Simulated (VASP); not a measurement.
# TiH2: relaxation of cell and atoms with BLYP+D3(BJ)

TiH2:

```
Ti H
1.0
    -1.59650    1.59650    2.13350
     1.59650   -1.59650    2.13350
     1.59650    1.59650   -2.13350
Ti H
1 2
Direct
  0.00000 0.00000 0.00000
  0.25000 0.75000 0.50000
  0.75000 0.25000 0.50000
```

- Program: VASP 6.6.1
- Task: relaxation of cell and atoms
- Functional: BLYP
- Dispersion: D3(BJ)
- Potentials or basis: VASP PAW PBE potentials, release 54 (Ti_sv, H)
- Cutoff: 600 eV
- k mesh: 12 × 12 × 12
- Occupations: fermi-dirac, width 0.02 eV
- Spin: no spin polarisation
- Further INCAR settings: ALGO = Normal; EDIFF = 1e-07; IBRION = 2; EDIFFG = -0.01; NSW = 60; ISIF = 3

```yaml
Relaxed_volume: 6.73 Å³/atom
Relaxed_cell: a = 3.022 Å, b = 3.022 Å, c = 3.022 Å, α = 117.55°, β = 117.55°, γ = 94.30°
Space_group_after_relaxing_to_0.05_Å: I4/mmm (No. 139)
Energy_gained_by_relaxing: 17.4 meV/atom
Ionic_steps: 10
Pressure_after_relaxing: 0.0 GPa
Band_gap_on_the_k_mesh: none (metal or under the smearing width)
Dispersion_energy_per_atom: -0.653 eV
```

Step by step:
```csv
step,energy change (eV),largest force (eV/Å),pressure (GPa),volume (Å³)
1,0.0000,0.0000,-9.99,21.75
2,-0.0508,0.0000,-1.21,20.36
3,-0.0514,0.0000,-0.01,20.20
4,-0.0513,0.0000,0.20,20.17
5,-0.0515,0.0000,0.22,20.17
6,-0.0519,0.0000,0.23,20.16
7,-0.0520,0.0000,0.25,20.14
8,-0.0521,0.0000,0.25,20.15
9,-0.0520,0.0000,-0.36,20.22
10,-0.0521,0.0000,-0.03,20.18
```

Final structure:
```
Ti H
1.0
    -1.56671    1.56671    2.05538
     1.56671   -1.56671    2.05538
     1.56671    1.56671   -2.05538
Ti H
1 2
Direct
  0.00000 0.00000 0.00000
  0.25000 0.75000 0.50000
  0.75000 0.25000 0.50000
```

Levels at points of the mesh, in eV from the Fermi level:
| k point | band 5 | band 6 | band 7 | band 8 | band 9 | band 10 |
| --- | --- | --- | --- | --- | --- | --- |
| (0.00, 0.00, 0.00) | -10.78 | -0.38 | -0.38 | 0.05 | 0.32 | 1.25 |
| (0.50, 0.00, 0.00) | -7.63 | -5.20 | -0.47 | 0.17 | 2.31 | 2.56 |
| (0.50, 0.50, 0.00) | -6.11 | -5.65 | -3.07 | 2.37 | 2.49 | 2.77 |
| (0.50, 0.50, 0.50) | -6.81 | -4.60 | -2.98 | 2.49 | 2.59 | 2.59 |

Run time: 5.1 min on 1 thread of Intel(R) Xeon(R) Platinum 8488C (Sapphire Rapids), with other jobs on the host, peak memory 0.21 GiB.

Caveat: the PAW data sets were made with another functional, which shifts forces and pressure a little; pairwise dispersion overbinds metals, which lowers pressure and volume.
